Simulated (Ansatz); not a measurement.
Reactions of `C[SiH2]OC(C)=O`.

Computed with Ansatz on PBE0-D4/def2-TZVP structures; ΔE is electronic, products minus reactants. CCSD(T)/CBS is the MP2 limit (def2-TZVPP, def2-QZVPP) plus CCSD(T) − MP2 in def2-TZVPP, frozen cores. This one scheme is used for every species, atoms too. Open shells (•) are unrestricted, without spin–orbit coupling. Spin–orbit coupling would lower the free atoms: a little for C, O, Si. One conformer a species, not always the lowest.

Q: Order these by ΔE at CCSD(T)/CBS, lowest first. (Best estimate.)
A. `C[SiH2]OC(C)=O` + SiH₄ → `CC(=O)O[SiH3]` + `C[SiH3]`
B. `C[SiH2]OC(C)=O` → `COC(C)=O` + `[SiH2]`
C. `C[SiH2]OC(C)=O` + `BS` → `BS[SiH2]C` + `CC(=O)O`
D. `C[SiH2]OC(C)=O` + `[CH3][AlH][OH]` → `C[SiH2][Al]([CH3])[OH]` + `CC(=O)O`
E. `C[SiH2]OC(C)=O` + CH₃OH → `CO[SiH2]OC(C)=O` + CH₄
F. `C[SiH2]OC(C)=O` + H₂ → `CC(=O)O[SiH3]` + CH₄
G. `C[SiH2]OC(C)=O` → 3 C• + 8 H• + 2 O• + Si•
H. `C[SiH2]OC(C)=O` → `CC(=O)O` + `C[SiH]`

A: E (-108.2 kJ/mol), F (-18.8 kJ/mol), A (+8.8 kJ/mol), C (+33.5 kJ/mol), D (+89.3 kJ/mol), H (+323.0 kJ/mol), B (+408.4 kJ/mol), G (+5600.2 kJ/mol).

Largest T1 diagnostic: 0.015, for `BS`.
